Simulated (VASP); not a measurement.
All values below come from PBE GGA with D3 dispersion (zero damping), VASP's PBE PAW potentials (set 64) (plane waves; VASP).

VASP input:

INCAR:
```
! general
SYSTEM = MgF2
PREC   = Accurate
ENCUT  = 520
LREAL  = .False.
LASPH  = .True.
ICHARG = 11

! electronic loop
EDIFF  = 1E-7
NELM   = 100
ALGO   = Normal

! smearing
ISMEAR = 0
SIGMA  = 0.05

! functional
GGA    = PE
IVDW   = 11

! output
LWAVE  = .False.
LCHARG = .False.
LORBIT = 11
```

### POSCAR
```
MgF2
1
    4.6530827323     0.0000000000     0.0000000000
    0.0000000000     4.6530827323     0.0000000000
    0.0000000000     0.0000000000     3.0726662530
Mg F
2 4
Direct
  0.0000000000   0.0000000000   0.0000000000
  0.5000000000   0.5000000000   0.5000000000
  0.3027603049   0.3027603049   0.0000000000
  0.8027603049   0.1972396951   0.5000000000
  0.1972396951   0.8027603049   0.5000000000
  0.6972396951   0.6972396951   0.0000000000
```

### KPOINTS
```
k-points along high-symmetry lines
10
Line-mode
Reciprocal
  0.000000   0.000000   0.000000 ! GAMMA
  0.000000   0.500000   0.000000 ! X

  0.000000   0.500000   0.000000 ! X
  0.500000   0.500000   0.000000 ! M

  0.500000   0.500000   0.000000 ! M
  0.000000   0.000000   0.000000 ! GAMMA

  0.000000   0.000000   0.000000 ! GAMMA
  0.000000   0.000000   0.500000 ! Z

  0.000000   0.000000   0.500000 ! Z
  0.000000   0.500000   0.500000 ! R

  0.000000   0.500000   0.500000 ! R
  0.500000   0.500000   0.500000 ! A

  0.500000   0.500000   0.500000 ! A
  0.000000   0.000000   0.500000 ! Z

  0.000000   0.500000   0.000000 ! X
  0.000000   0.500000   0.500000 ! R

  0.500000   0.500000   0.000000 ! M
  0.500000   0.500000   0.500000 ! A
```

POTCAR, in this order: Mg F (PBE.64 set). Program: vasp_std. Read from the step before: CHGCAR.

The run wrote:

OSZICAR:
```
       N       E                     dE             d eps       ncg     rms          rms(c)
DAV:   1     0.198280369660E+03    0.19828E+03   -0.17918E+04  3728   0.150E+03
DAV:   2    -0.218647321787E+02   -0.22015E+03   -0.21196E+03  4824   0.325E+02
DAV:   3    -0.313726414165E+02   -0.95079E+01   -0.94756E+01  4216   0.710E+01
DAV:   4    -0.314393158696E+02   -0.66674E-01   -0.66651E-01  4104   0.680E+00
DAV:   5    -0.314397671459E+02   -0.45128E-03   -0.45124E-03  4068   0.574E-01
DAV:   6    -0.314397720642E+02   -0.49183E-05   -0.49182E-05  4064   0.571E-02
DAV:   7    -0.314397721420E+02   -0.77819E-07   -0.77817E-07  3784   0.664E-03
   1 F= -.32187676E+02 E0= -.32187676E+02  d E =-.184667E-13
```

**OUTCAR**
```
 val. band max:       -1.3213614122   @ k =   0.0000   0.0000   0.0000

 cond. band min:       5.6393193444   @ k =   0.0000   0.0000   0.0000



 k-point     1 :       0.0000    0.0000    0.0000
  band No.  band energies     occupation
      1     -21.9993      2.00000
      2     -21.2328      2.00000
      3     -21.2328      2.00000
      4     -21.1418      2.00000
      5      -5.3274      2.00000
      6      -3.7464      2.00000
      7      -3.3762      2.00000
      8      -3.3762      2.00000
      9      -3.1939      2.00000
     10      -3.1551      2.00000
     11      -2.5233      2.00000
     12      -2.5233      2.00000
     13      -2.0430      2.00000
     14      -1.6401      2.00000
     15      -1.6401      2.00000
     16      -1.3214      2.00000
     17       5.6393      0.00000
     18      10.7934      0.00000
     19      10.7934      0.00000
     20      12.2728      0.00000

 k-point     2 :       0.0000    0.0556    0.0000
  band No.  band energies     occupation
      1     -21.9944      2.00000
      2     -21.2446      2.00000
      3     -21.2313      2.00000
      4     -21.1369      2.00000
      5      -5.3158      2.00000
      6      -3.7447      2.00000
      7      -3.4440      2.00000
      8      -3.3575      2.00000
      9      -3.1892      2.00000
     10      -3.0959      2.00000
     11      -2.5289      2.00000
     12      -2.5197      2.00000
     13      -2.0467      2.00000
     14      -1.6681      2.00000
     15      -1.6424      2.00000
     16      -1.3289      2.00000
     17       5.6792      0.00000
     18      10.7272      0.00000
     19      10.8135      0.00000
     20      12.2919      0.00000

 k-point     3 :       0.0000    0.1111    0.0000
  band No.  band energies     occupation
      1     -21.9798      2.00000
      2     -21.2743      2.00000
      3     -21.2272      2.00000
      4     -21.1276      2.00000
      5      -5.2815      2.00000
      6      -3.7362      2.00000
...
```

The density is held fixed in this step, so its total energy and stress have no physical meaning.

The compound is MgF2 in the rutile structure. It was relaxed first.
